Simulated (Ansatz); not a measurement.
ZrO$_{2}$:
```
CELL_PARAMETERS angstrom
      3.55758     0.00000     0.00000
      0.00000     3.55758     0.00000
      0.00000     0.00000     5.11078
ATOMIC_POSITIONS crystal
  Zr 0.00000 0.00000 0.00000
  Zr 0.50000 0.50000 0.50000
  O  0.00000 0.50000 0.20709
  O  0.00000 0.50000 0.70709
  O  0.50000 0.00000 0.29291
  O  0.50000 0.00000 0.79291
```

Relaxed with LDA.

Question: Give the optical modes at the zone centre with their infrared and Raman activity from DFPT, LDA (plane waves, PAW; program Ansatz).

Answer: Transverse frequencies, without the LO–TO term; a row sums one degenerate level.

```tsv
ω (cm⁻¹)	degeneracy	IR ((D/Å)²/amu)	Raman (Å⁴/amu)	activity	symmetry
143	2	0.00	2.5	Raman	Eg
145	2	47.74	0	IR	Eu
266	1	0.00	100	Raman	A1g
322	1	0.00	20	Raman	B1g
334	1	50.30	0	IR	A2u
441	2	86.00	0	IR	Eu
462	2	0.00	40	Raman	Eg
598	1	0.00	25	Raman	B1g
647	2	0.00	98	Raman	Eg
661	1	0.00	0	silent	B2u
```

Question: How high does the top mode go among those that the LO–TO term moves?

Answer: 728 cm⁻¹ for q along x, 728 cm⁻¹ for q along y, 653 cm⁻¹ for q along z.

Space group P4_2/nmc. This is a known high-temperature phase of the composition, computed here at zero pressure and temperature. The LDA relaxation kept the symmetry of its start; phonons on a q-mesh show no instability. No spin polarisation was allowed.

Potentials: the later of the program's two PAW sets.
